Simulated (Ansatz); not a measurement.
**Evanescent states of GeO2 (P3_221, 9 atoms a cell, 13.5 Å³ an atom) along the normal of (111)**

Computed with r2SCAN (plane waves, PAW; Ansatz, a program for electronic structure).

The gap is the functional's own. No spin-orbit coupling. Mid-gap values are those at the computed energy nearest the middle.

Energies count from the valence-band top; κ is the least over a 4×4 mesh across the current.

| E (eV) | κ (1/Å) | where |
|---|---|---|
| 0.10 | 0.208 | Γ |
| 0.30 | 0.255 | Γ |
| 0.50 | 0.284 | Γ |
| 0.70 | 0.306 | Γ |
| 0.90 | 0.322 | Γ |
| 1.10 | 0.335 | Γ |
| 1.30 | 0.343 | Γ |
| 1.50 | 0.349 | Γ |
| 1.70 | 0.352 | Γ |
| 1.90 | 0.352 | Γ |
| 2.10 | 0.350 | Γ |
| 2.30 | 0.345 | Γ |
| 2.50 | 0.337 | Γ |
| 2.70 | 0.327 | Γ |
| 2.90 | 0.313 | Γ |
| 3.10 | 0.296 | Γ |
| 3.30 | 0.275 | Γ |
| 3.50 | 0.248 | Γ |
| 3.70 | 0.213 | Γ |
| 3.90 | 0.165 | Γ |
| 4.10 | 0.086 | Γ |

### Question
How thick must the barrier be to attenuate the transmission by 10^6 when the electrodes' Fermi level lies at 1.10 eV, and what attenuation does that film give at 0.30 eV?

### Answer
d = 6 ln 10 / (2 × 0.335) = 20.6 Å. At 0.30 eV it gives 6 × 0.255/0.335 = 4.6 decades.
